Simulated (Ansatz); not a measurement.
Method: DFT PBE, scalar-relativistic, plane waves, PAW in Ansatz 0.2.0. Settings: cutoff 420 eV, Γ-centred meshes spaced at most about 0.3 Å⁻¹, and about 0.25 Å⁻¹ or finer for metals (2π included), Gaussian smearing. No spin polarisation.

Each guess is relaxed in cell and atoms at zero pressure, on a coarse mesh first where it starts far from rest and then on a converged one. The steps can't lower the symmetry of the start, but it can rise. Energies are static (0 K, no zero-point motion).

Two unrelaxed guesses for Be₄Te:

A.

```
Be Te
1.0
     4.15313    0.00000    0.00000
    -2.07656    3.59671    0.00000
     0.00000    0.00000    4.45506
Be Te
4 1
Cartesian
  -1.2352 3.1110 0.0000
  0.0000 0.9715 0.0000
  1.2352 3.1110 0.0000
  2.0766 1.1989 0.0000
  2.0766 1.1989 2.2275
```

B.

```
Be Te
1.0
    -2.55587    2.55587    2.55587
     2.55587   -2.55587    2.55587
     2.55587    2.55587   -2.55587
Be Te
4 1
Direct
  0.55352 0.55352 0.55352
  0.00000 0.00000 0.44648
  0.00000 0.44648 0.00000
  0.44648 0.00000 0.00000
  0.00000 0.00000 0.00000
```

Problem. Do they relax into the same structure? If not, which is lower?

Solution. No. A ends lower, by 0.92 eV/atom. A: P-6m2 at 13.3 Å³/atom → P6/mmm at 15.8 Å³/atom; B: I-43m at 13.4 Å³/atom → Im-3m at 17.2 Å³/atom. Counting Be atoms around Te (those within 1.25 times the shortest such distance or 1.15 times the sum of covalent radii, 1.27 where that leaves under three), the end of A has Te 2 and the end of B has Te 8. End of A. Conventional cell: a = 4.303 Å, c = 4.919 Å. Be on a site of symmetry mmm is surrounded by 6 Be at 2.15 Å; Be on a site of symmetry 6/mmm is surrounded by 6 Be at 2.15 Å and 2 Te at 2.46 Å; around Te lie 2 Be at 2.46 Å. End of B. Conventional cell: a = 5.559 Å. Be is surrounded by 2 Te at 2.41 Å and 6 Be at 2.78 Å; Te is surrounded by 8 Be at 2.41 Å.

Ends held by symmetry can be saddle points. Even the lowest of the cells shown lies +0.43 eV/atom against the elements. Spin–orbit coupling, which can matter for Te, is left out. Some structure types and database cells were kept out of the candidates from the start, so a known form may be missing.
